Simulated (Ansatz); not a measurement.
The parent structure is CdSiP₂ in the chalcopyrite structure (space group I-42d, No. 122).

```
CELL_PARAMETERS angstrom
     -2.82205     2.82205     5.24998
      2.82205    -2.82205     5.24998
      2.82205     2.82205    -5.24998
ATOMIC_POSITIONS crystal
  Cd 0.75000 0.25000 0.50000
  Cd 0.00000 0.00000 0.00000
  Si 0.25000 0.75000 0.50000
  Si 0.50000 0.50000 0.00000
  P  0.16768 0.12500 0.54268
  P  0.58232 0.62500 0.45732
  P  0.37500 0.83232 0.95732
  P  0.87500 0.41768 0.04268
```

Cartesian axes are those of the cell as printed.

Level of theory: PBEsol in Ansatz (plane waves to 420 eV, PAW, no SOC).

One thing is altered: the cell is scaled by 1.0180 in all directions; the atoms relax in the strained cell.

Task: Predict the stress tensor and what it implies for the stiffness.

Result: Stress of the strained cell less that of the base (GPa, compression positive):
```
  -3.97    0.00    0.00
   0.00   -3.97    0.00
   0.00    0.00   -3.83
```

Then B = −ΔP/(ΔV/V₀) with ΔV/V₀ = 0.0550 gives secant stiffness values (nonlinear terms included at this strain): B (at held cell shape, above the free-shape value) ≈ 71 GPa.

As a check, the harmonic strain energy −½ V₀ Δσ:ε is 14 meV/atom; the computed energy rise is 15 meV/atom.

Whether these cells are dynamically stable was not tested.

Ansatz is a quantum-chemistry and plane-wave program.
